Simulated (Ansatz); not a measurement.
# Li: the cost of one run

Method: DFT PBE, scalar-relativistic, plane waves, PAW, in Ansatz 0.2.0.

2 further runs of the same task are left out: 1 that didn't finish, 1 set aside as unsound or not needed.

## Step 1: The starting structure

It takes space group Fm-3m (No. 225, cubic). The conventional cell has a = 4.404 Å, b = 4.404 Å, c = 4.404 Å, α = 90.00°, β = 90.00°, γ = 90.00°. Li (site symmetry m-3m) is surrounded by 12 Li at 3.11 Å.

Coordinates:

```cif
data_structure
_symmetry_space_group_name_H-M 'Fm-3m'
_symmetry_Int_Tables_number 225
_cell_length_a 4.4040
_cell_length_b 4.4040
_cell_length_c 4.4040
_cell_angle_alpha 90.000
_cell_angle_beta 90.000
_cell_angle_gamma 90.000
_cell_volume 85.42
loop_
_atom_site_label
_atom_site_type_symbol
_atom_site_symmetry_multiplicity
_atom_site_Wyckoff_symbol
_atom_site_fract_x
_atom_site_fract_y
_atom_site_fract_z
_atom_site_occupancy
Li1 Li 4 a 0.00000 0.00000 0.00000 1
```

The structure comes from the Crystallography Open Database.

## Step 2: A distortion of lower symmetry

Against the listed cell: strain xx, yy, zz, yz, xz, xy = +6.9, -2.1, -2.1, +5.5, +2.1, +2.1 %.

File input.yaml:

```yaml
crystal:
  lattice:
    - [0.09098664, 2.27706618, 2.27706618]
    - [2.39877072, 0.1674621, 2.20059072]
    - [2.39877072, 2.20059072, 0.1674621]
  atoms:
    - { symbol: Li, position: [0.0, 0.0, 0.0] }
basis:
  ecutwfc: 420
kpoints:
  mp_grid: { grid: [14, 14, 14] }
hamiltonian:
  xc: pbe
scf:
  occupations: { method: gaussian, width: 0.1 }
output:
  forces: true
  stress: true
  eigenvalues: true
```

Started as:

```bash
> ansatz run input.yaml --threads 1 --pin off --max-ram 1331MiB --backend cpu --events-out ev --progress --plain --runs-dir out
```

Q: Estimate wall time and peak memory on 1 thread of an x86-64 CPU, shared host.

About 12 s, with a peak of 0.41 GiB.
